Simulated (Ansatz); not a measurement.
BeO (wurtzite), relaxed with HSE06 (Ansatz, an electronic-structure program, plane waves, PAW): a = b = 2.686 Å, c = 4.360 Å, α = β = 90.00°, γ = 120.00°.

```
Item                  Result
--------------------  ------
gap (eV)                9.64
B₀ by P(V) fit (GPa)     228
```

### Question
The same phase is relaxed and computed with PBEsol in the same code. What are the cell and these values now?

### Answer
a = b = 2.6928 Å, c = 4.3728 Å, α = β = 90.00°, γ = 120.00°.

gap (eV): 7.51
B₀ by P(V) fit (GPa): 218

All cells were relaxed under the symmetry of their starts (and spin orders); stability against distortions was not tested throughout.

Potentials: the later of the program's two PAW sets.

Ansatz is a plane-wave DFT program.
